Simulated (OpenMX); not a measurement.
KBr:

```
Br K
1.0
     0.00000    3.30000    3.30000
     3.30000    0.00000    3.30000
     3.30000    3.30000    0.00000
Br K
1 1
Direct
  0.50000 0.50000 0.50000
  0.00000 0.00000 0.00000
```

Base run:

```yaml
Program: OpenMX 3.8.5
Functional: PBE
Potentials_or_basis: OpenMX 2013 PBE set, Br7.0-s3p2d1, K10.0-s3p2, grid cutoff 300 Ry
k_mesh: 7 × 7 × 7
Occupations: fermi-dirac, width 0.05 eV
Spin: no spin polarisation
```

Its results: band gap on the k mesh 4.21 eV, direct; pressure 1.9 GPa.

Problem. The run is repeated on the same cell with these changes: potentials or basis from OpenMX 2013 PBE set, Br7.0-s3p2d1, K10.0-s3p2, grid cutoff 300 Ry to OpenMX 2013 PBE set, Br7.0-s3p2d2, K10.0-s3p2d1, grid cutoff 300 Ry. What comes out?

Solution. Band gap on the k mesh 4.42 eV, direct; pressure 0.8 GPa.

Caveats: the basis of atomic orbitals isn't converged, which shifts pressures, moduli and gaps.
